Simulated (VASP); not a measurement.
# C (Fd-3m) in VASP: single point with PBEsol

Aim: the single point of C with PBEsol.

Program: VASP 6.6.1. These are calculated values, not measurements. Logs are shortened: lines on timing, memory, paths and dates and some standing lists are left out, and cuts for length are marked.

**1. Starting point**

It takes space group Fd-3m (No. 227, cubic). The conventional cell has a = 3.556 Å, b = 3.556 Å, c = 3.556 Å, α = 90.00°, β = 90.00°, γ = 90.00°. C (site symmetry -43m) is surrounded by 4 C at 1.54 Å.

The cell was built by a generator and needn't be a form met in nature.

**2. Single point, PBEsol**

INCAR reads:

```
PREC     = Accurate       # precision mode
ENCUT    = 450            # plane-wave cutoff, eV
EDIFF    = 1E-6           # SCF threshold, eV
ISMEAR   = -1             # smearing method
SIGMA    = 0.05           # smearing width, eV
LREAL    = F              # projectors in reciprocal space
LASPH    = T              # aspherical terms in the spheres
NELM     = 80             # most SCF steps
ALGO     = Normal         # electronic algorithm
ISIF     = 2              # what is computed and relaxed
LWAVE    = F              # write WAVECAR
LCHARG   = F              # write CHGCAR
GGA      = PS             # functional
NBANDS   = 166            # bands
```

KPOINTS reads:

```
regular mesh
0
Gamma
  2 2 2
```

POSCAR reads:

```
C
1.0
    7.1120000000      0.0000000000      0.0000000000
    0.0000000000      7.1120000000      0.0000000000
    0.0000000000      0.0000000000      7.1120000000
C
64
Direct
    0.5000000000      0.0000000000      0.0000000000
    0.7500000000      0.2500000000      0.0000000000
    0.7500000000      0.0000000000      0.2500000000
    0.0000000000      0.0000000000      0.0000000000
    0.2500000000      0.2500000000      0.0000000000
    0.5000000000      0.5000000000      0.0000000000
    0.7500000000      0.7500000000      0.0000000000
    0.2500000000      0.0000000000      0.2500000000
    0.5000000000      0.2500000000      0.2500000000
    0.7500000000      0.5000000000      0.2500000000
    0.5000000000      0.0000000000      0.5000000000
    0.7500000000      0.2500000000      0.5000000000
    0.7500000000      0.0000000000      0.7500000000
    0.0000000000      0.5000000000      0.0000000000
    0.2500000000      0.7500000000      0.0000000000
    0.0000000000      0.2500000000      0.2500000000
    0.2500000000      0.5000000000      0.2500000000
    0.5000000000      0.7500000000      0.2500000000
    0.0000000000      0.0000000000      0.5000000000
    0.2500000000      0.2500000000      0.5000000000
    0.5000000000      0.5000000000      0.5000000000
    0.7500000000      0.7500000000      0.5000000000
    0.2500000000      0.0000000000      0.7500000000
    0.5000000000      0.2500000000      0.7500000000
    0.7500000000      0.5000000000      0.7500000000
    0.0000000000      0.7500000000      0.2500000000
    0.0000000000      0.5000000000      0.5000000000
    0.2500000000      0.7500000000      0.5000000000
    0.0000000000      0.2500000000      0.7500000000
    0.2500000000      0.5000000000      0.7500000000
    0.5000000000      0.7500000000      0.7500000000
    0.0000000000      0.7500000000      0.7500000000
    0.6250000000      0.1250000000      0.1250000000
    0.8750000000      0.3750000000      0.1250000000
    0.8750000000      0.1250000000      0.3750000000
    0.1250000000      0.1250000000      0.1250000000
    0.3750000000      0.3750000000      0.1250000000
    0.6250000000      0.6250000000      0.1250000000
    0.8750000000      0.8750000000      0.1250000000
    0.3750000000      0.1250000000      0.3750000000
    0.6250000000      0.3750000000      0.3750000000
    0.8750000000      0.6250000000      0.3750000000
    0.6250000000      0.1250000000      0.6250000000
    0.8750000000      0.3750000000      0.6250000000
    0.8750000000      0.1250000000      0.8750000000
    0.1250000000      0.6250000000      0.1250000000
    0.3750000000      0.8750000000      0.1250000000
    0.1250000000      0.3750000000      0.3750000000
    0.3750000000      0.6250000000      0.3750000000
    0.6250000000      0.8750000000      0.3750000000
    0.1250000000      0.1250000000      0.6250000000
    0.3750000000      0.3750000000      0.6250000000
    0.6250000000      0.6250000000      0.6250000000
    0.8750000000      0.8750000000      0.6250000000
    0.3750000000      0.1250000000      0.8750000000
    0.6250000000      0.3750000000      0.8750000000
    0.8750000000      0.6250000000      0.8750000000
    0.1250000000      0.8750000000      0.3750000000
    0.1250000000      0.6250000000      0.6250000000
    0.3750000000      0.8750000000      0.6250000000
    0.1250000000      0.3750000000      0.8750000000
    0.3750000000      0.6250000000      0.8750000000
    0.6250000000      0.8750000000      0.8750000000
    0.1250000000      0.8750000000      0.8750000000
```

Potentials or basis: VASP PAW PBE potentials, release 64 (C).

Run with:

```sh
$ cat potpaw_PBE.64/C/POTCAR > POTCAR
$ mpirun -np 1 vasp_std > vasp.out
```

OUTCAR:

```text
PREC = Accurate
   ENCUT = 450
   EDIFF = 1E-6
   ISMEAR = -1
   LREAL = F
   LASPH = T
   NELM = 80
   ISIF = 2
   GGA = PS

 ion  position               nearest neighbor table
   1  0.500  0.000  0.000-  33 1.54  47 1.54  55 1.54  63 1.54
   2  0.750  0.250  0.000-  33 1.54  34 1.54  45 1.54  56 1.54
   3  0.750  0.000  0.250-  33 1.54  35 1.54  39 1.54  50 1.54
   4  0.000  0.000  0.000-  36 1.54  39 1.54  45 1.54  64 1.54
   5  0.250  0.250  0.000-  36 1.54  37 1.54  55 1.54  61 1.54
   6  0.500  0.500  0.000-  37 1.54  38 1.54  56 1.54  62 1.54
[... 56 lines left out ...]
  63  0.625  0.875  0.875-   1 1.54   7 1.54  13 1.54  31 1.54
  64  0.125  0.875  0.875-   4 1.54  15 1.54  23 1.54  32 1.54

  LATTYP: Found a simple cubic cell.
 ALAT       =     7.1120000000

  Lattice vectors:

 A1 = (   7.1120000000,   0.0000000000,   0.0000000000)
 A2 = (   0.0000000000,   7.1120000000,   0.0000000000)
 A3 = (   0.0000000000,   0.0000000000,   7.1120000000)

Analysis of symmetry for initial positions (statically):
=====================================================================
 Subroutine PRICEL returns following result:

  LATTYP: Found a face centered cubic cell.
 ALAT       =     3.5560000000

  Lattice vectors:

 A1 = (   1.7780000000,  -1.7780000000,   0.0000000000)
 A2 = (   1.7780000000,   0.0000000000,   1.7780000000)
 A3 = (   0.0000000000,  -1.7780000000,   1.7780000000)

  32 primitive cells build up your supercell.

 Routine SETGRP: Setting up the symmetry group for a
 simple cubic supercell.

 Subroutine GETGRP returns: Found 48 space group operations
 (whereof 24 operations were pure point group operations)
 out of a pool of 48 trial point group operations.

The static configuration has the point symmetry T_d .
 The point group associated with its full space group is O_h .

Analysis of symmetry for dynamics (positions and initial velocities):
=====================================================================
 Subroutine PRICEL returns following result:

  LATTYP: Found a face centered cubic cell.
 ALAT       =     3.5560000000

  Lattice vectors:

 A1 = (   1.7780000000,  -1.7780000000,   0.0000000000)
 A2 = (   1.7780000000,   0.0000000000,   1.7780000000)
 A3 = (   0.0000000000,  -1.7780000000,   1.7780000000)

  32 primitive cells build up your supercell.

 Routine SETGRP: Setting up the symmetry group for a
 simple cubic supercell.

 Subroutine GETGRP returns: Found 48 space group operations
 (whereof 24 operations were pure point group operations)
 out of a pool of 48 trial point group operations.

The dynamic configuration has the point symmetry T_d .
 The point group associated with its full space group is O_h .

 Subroutine INISYM returns: Found 48 space group operations
 (whereof 24 operations are pure point group operations),
 and found    32 'primitive' translations

----------------------------------------------------------------------------------------

                                     Primitive cell

  volume of cell :      11.2415

  direct lattice vectors                    reciprocal lattice vectors
     1.778000000 -1.778000000  0.000000000     0.281214848 -0.281214848 -0.281214848
     1.778000000  0.000000000  1.778000000     0.281214848  0.281214848  0.281214848
     0.000000000 -1.778000000  1.778000000    -0.281214848 -0.281214848  0.281214848

  length of vectors
     2.514471714  2.514471714  2.514471714     0.487078405  0.487078405  0.487078405

  position of ions in fractional coordinates (direct lattice)
     0.000000000  0.000000000  0.000000000
     0.750000000  0.750000000  0.750000000

  ion indices of the primitive-cell ions
   primitive index   ion index
                 1           1
                 2          33

----------------------------------------------------------------------------------------

 KPOINTS: regular mesh

Automatic generation of k-mesh.
 Grid dimensions read from file:
 generate k-points for:    2    2    2

 Generating k-lattice:

  Cartesian coordinates                     Fractional coordinates (reciprocal lattice)
     0.070303712  0.000000000  0.000000000     0.500000000  0.000000000  0.000000000
     0.000000000  0.070303712  0.000000000     0.000000000  0.500000000  0.000000000
     0.000000000  0.000000000  0.070303712     0.000000000  0.000000000  0.500000000

  Length of vectors
     0.070303712  0.070303712  0.070303712

  Shift w.r.t. Gamma in fractional coordinates (k-lattice)
     0.000000000  0.000000000  0.000000000

 Subroutine IBZKPT returns following result:
 ===========================================

 Found      4 irreducible k-points:

 Following reciprocal coordinates:
            Coordinates               Weight
  0.000000  0.000000  0.000000      1.000000
  0.500000  0.000000  0.000000      3.000000
  0.500000  0.500000  0.000000      3.000000
  0.500000  0.500000  0.500000      1.000000
   k-points           NKPTS =      4   k-points in BZ     NKDIM =      4   number of bands    NBANDS=    166
   number of dos      NEDOS =    301   number of ions     NIONS =     64
   total plane-waves  NPLWV = 125000
   dimension x,y,z NGX =    50 NGY =   50 NGZ =   50
   dimension x,y,z NGXF=   100 NGYF=  100 NGZF=  100
   ions per type =              64
   NGX,Y,Z   is equivalent  to a cutoff of  11.69, 11.69, 11.69 a.u.
   NGXF,Y,Z  is equivalent  to a cutoff of  23.38, 23.38, 23.38 a.u.
 SYSTEM =  unknown system
   PREC   = accura    normal or accurate (medium, high low for compatibility)
   ISTART =      0    job   : 0-new  1-cont  2-samecut
   ICHARG =      2    charge: 1-file 2-atom 10-const
   ISPIN  =      1    spin polarized calculation?
   LNONCOLLINEAR =      F non collinear calculations
   LSORBIT =      F    spin-orbit coupling
   LASPH  =      T    aspherical Exc in radial PAW
   ENCUT  =  450.0 eV  33.07 Ry    5.75 a.u.  12.30 12.30 12.30*2*pi/ulx,y,z
   NELM   =     80;   NELMIN=  2; NELMDL= -5     # of ELM steps
   EDIFF  = 0.1E-05   stopping-criterion for ELM
   LREAL  =      F    real-space projection
   EDIFFG = 0.1E-04   stopping-criterion for IOM
   NSW    =      0    number of steps for IOM
   IBRION =     -1    ionic relax: 0-MD 1-quasi-New 2-CG
   NFREE  =      0    steps in history (QN), initial steepest desc. (CG)
   ISIF   =      2    stress and relaxation
   ISYM   =      2    0-nonsym 1-usesym 2-fastsym
   POTIM  = 0.5000    time-step for ionic-motion
   TEBEG  =    0.0;   TEEND  =   0.0 temperature during run
   PSTRESS=    0.0 pullay stress
   NELECT =     256.0000    total number of electrons
   NUPDOWN=      -1.0000    fix difference up-down
   EMIN   =  10.00;   EMAX   =-10.00  energy-range for DOS
   EFERMI =   0.00;   METHOD = LEGACY
   ISMEAR =    -1;   SIGMA  =   0.05  broadening in eV -4-tet -1-fermi 0-gaus
   EFERMI_NEDOS =   21; number of points for ismear=-14 and -15
   IALGO  =     38    algorithm
   IMIX   =      4    mixing-type and parameters
     AMIX     =   0.40;   BMIX     =  1.00
     AMIX_MAG =   1.60;   BMIX_MAG =  1.00
  volume/ion in A,a.u.               =       5.62        37.93
  Fermi-wavevector in a.u.,A,eV,Ry     =   1.461604  2.762031 29.065941  2.136286
  Thomas-Fermi vector in A             =   2.577916
   LORBIT       =      0    0 simple, 1 ext, 2 COOP (PROOUT), +10 PAW based schemes
   GGA     = PS    functional components
   LHFCALC =     F    Hartree Fock is set to
   AEXX    =    0.0000 exact exchange contribution
   IVDW    =     0    specifies the selected vdW correction
   LEPSILON=     F    determine dielectric tensor
   LRPA    =     F    only Hartree local field effects (RPA)
 non-spin polarized calculation
  energy-cutoff  :      450.00
  volume of cell :      359.73
 maximum number of plane-waves:      7856
 NGX is ok and might be reduce to    50
   NGX = 25   NGY = 25   NGZ = 25

 number of electron     255.9999964 magnetization

 Free energy of the ion-electron system (eV)
  ---------------------------------------------------
  ext. energy  EPLUGINS =         0.00000000
  ---------------------------------------------------
  free energy    TOTEN  =      -616.03404846 eV

  energy without entropy =     -616.03404846  energy(sigma->0) =     -616.03404846

 E-fermi :  11.0191     XC(G=0): -13.4773

 val. band max:        9.8403654785   @ k =   0.0000   0.0000   0.0000
 cond. band min:      13.8670621946   @ k =   0.5000   0.0000   0.0000
 fundamental gap:      4.0266967161
 Fermi energy:        11.0191480015

 k-point     1 :       0.0000    0.0000    0.0000
  band No.  band energies     occupation
      1     -11.8028      2.00000
      2      -9.4971      2.00000
      3      -9.4971      2.00000
      4      -9.4971      2.00000
      5      -9.4971      2.00000
      6      -9.4971      2.00000
[... 132 lines left out ...]
    139      14.4620      0.00000
    140      14.4620      0.00000

 k-point     2 :       0.5000    0.0000    0.0000
  band No.  band energies     occupation
      1     -11.2217      2.00000
      2     -11.2217      2.00000
      3      -8.9346      2.00000
      4      -8.9346      2.00000
      5      -8.9346      2.00000
      6      -8.9346      2.00000
[... 132 lines left out ...]
    139      16.3790      0.00000
    140      16.3790      0.00000

 k-point     3 :       0.5000    0.5000    0.0000
  band No.  band energies     occupation
      1     -10.6443      2.00000
      2     -10.6443      2.00000
      3     -10.6443      2.00000
      4     -10.6443      2.00000
      5      -8.3810      2.00000
      6      -8.3810      2.00000
[... 132 lines left out ...]
    139      16.0942      0.00000
    140      16.0942      0.00000

 k-point     4 :       0.5000    0.5000    0.5000
  band No.  band energies     occupation
      1     -10.0714      2.00000
      2     -10.0714      2.00000
      3     -10.0714      2.00000
      4     -10.0714      2.00000
      5     -10.0714      2.00000
      6     -10.0714      2.00000
[... 132 lines left out ...]
    139      15.8156      0.00000
    140      15.8156      0.00000
 [bands above 140 left out]

------------------------ aborting loop because EDIFF is reached ----------------------------------------

  FORCE on cell =-STRESS in cart. coord.  units (eV):
  Direction    XX          YY          ZZ          XY          YZ          ZX
  --------------------------------------------------------------------------------------
  -------------------------------------------------------------------------------------
  Total       -1.2084171     -1.2084171     -1.2084171      0.0000000      0.0000000      0.0000000
  in kB       -5.3821053     -5.3821053     -5.3821053      0.0000000      0.0000000      0.0000000
  external PRESSURE =      -5.3821053 kB  Pullay stress =       0.0000000 kB

 VOLUME and BASIS-vectors are now :
 -----------------------------------------------------------------------------
  energy-cutoff  :      450.00
  volume of cell :      359.73
      direct lattice vectors                 reciprocal lattice vectors
     7.112000000  0.000000000  0.000000000     0.140607424  0.000000000  0.000000000
     0.000000000  7.112000000  0.000000000     0.000000000  0.140607424  0.000000000
     0.000000000  0.000000000  7.112000000     0.000000000  0.000000000  0.140607424

 POSITION                                       TOTAL-FORCE (eV/Angst)
 -----------------------------------------------------------------------------------
      3.55600      0.00000      0.00000         0.000000     -0.000000     -0.000000
      5.33400      1.77800      0.00000         0.000000      0.000000     -0.000000
      5.33400      0.00000      1.77800         0.000000     -0.000000      0.000000
      0.00000      0.00000      0.00000         0.000000      0.000000     -0.000000
      1.77800      1.77800      0.00000        -0.000000     -0.000000     -0.000000
      3.55600      3.55600      0.00000        -0.000000      0.000000      0.000000
[... 56 lines left out ...]
      4.44500      6.22300      6.22300         0.000000     -0.000000      0.000000
      0.88900      6.22300      6.22300        -0.000000     -0.000000     -0.000000
 -----------------------------------------------------------------------------------
    total drift:                               -0.000001     -0.000001      0.000000

  FREE ENERGIE OF THE ION-ELECTRON SYSTEM (eV)
  ---------------------------------------------------
  free  energy   TOTEN  =      -616.0340484580 eV

  energy  without entropy=     -616.0340484580  energy(sigma->0) =     -616.03404846
```

It took 5.1 min on 1 thread of Intel Xeon Platinum 8175M at 2.50GHz (Skylake/Cascade Lake), shared host; peak memory 0.4 GiB.

Results:

```yaml
Free_energy: -616.0340 eV
Band_gap_on_the_k_mesh: 4.03 eV
```

Levels at points of the mesh, in eV from the valence-band top:
| k point | band 126 | band 127 | band 128 | band 129 | band 130 | band 131 |
| --- | --- | --- | --- | --- | --- | --- |
| (0.00, 0.00, 0.00) | 0.00 | 0.00 | 0.00 | 4.37 | 4.37 | 4.37 |
| (0.50, 0.00, 0.00) | -1.76 | -1.31 | -1.31 | 4.03 | 4.03 | 5.14 |
| (0.50, 0.50, 0.00) | -0.76 | -0.76 | -0.76 | 5.55 | 5.55 | 5.55 |
| (0.50, 0.50, 0.50) | -1.77 | -1.77 | -1.77 | 5.98 | 5.98 | 5.98 |

Caveat: the k mesh is coarse (spacing up to 0.44 Å⁻¹), so the values aren't converged; the cutoff is under 1.25 times the usual one of these potentials, so pressure, stress and relaxed cells hold a basis-set (Pulay) error; the PAW data sets were made with another functional, which shifts forces and pressure a little.
